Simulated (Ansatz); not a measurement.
## O, one cell by several methods

```
O
1.0
     1.43278    0.82721    3.43087
    -1.43278    0.82721    3.43087
     0.00000   -1.65443    3.43087
O
2
Direct
  0.05770 0.05770 0.05770
  0.94230 0.94230 0.94230
```

Atom numbers follow the list: O1, O2.

The geometry is COD entry 2106431, unchecked; take it as a test cell. The listed cell was then made from it by scaling, straining or moving an atom.

Solid oxygen carries moments on its molecules; these runs leave spin out.

Methods: DFT, PBE, PAW with Ansatz's default frozen-core files, scalar-relativistic (Ansatz 0.2.0); DFT, PBE, all-electron LAPW, scalar-relativistic (Ansatz 0.2.0).

For PAW: a Γ-centred 10×10×10 k mesh, Fermi–Dirac smearing of 0.02 eV, cutoff 420 eV, no spin polarisation. LAPW targets a basis error of 0.5 meV/atom. The Ansatz runs share mesh, smearing and spin set-up. Plane-wave (PAW) pressures include the program's estimate of the Pulay term.

Stress and pressure are positive in compression.

The change that made this cell: volume scaled by 1.02.

```tsv
quantity	PAW	LAPW
pressure (GPa)	3.26	3.28
stress xx (GPa)	-5.94	-5.96
stress zz (GPa)	21.68	21.76
force on O1, z (eV/Å)	?	?
```

(1) Fill in "LAPW" for the row "force on O1, z (eV/Å)".

(2) Give the missing entry: row "force on O1, z (eV/Å)", column "PAW".

Results:

(1) 1.968.

(2) 1.952.
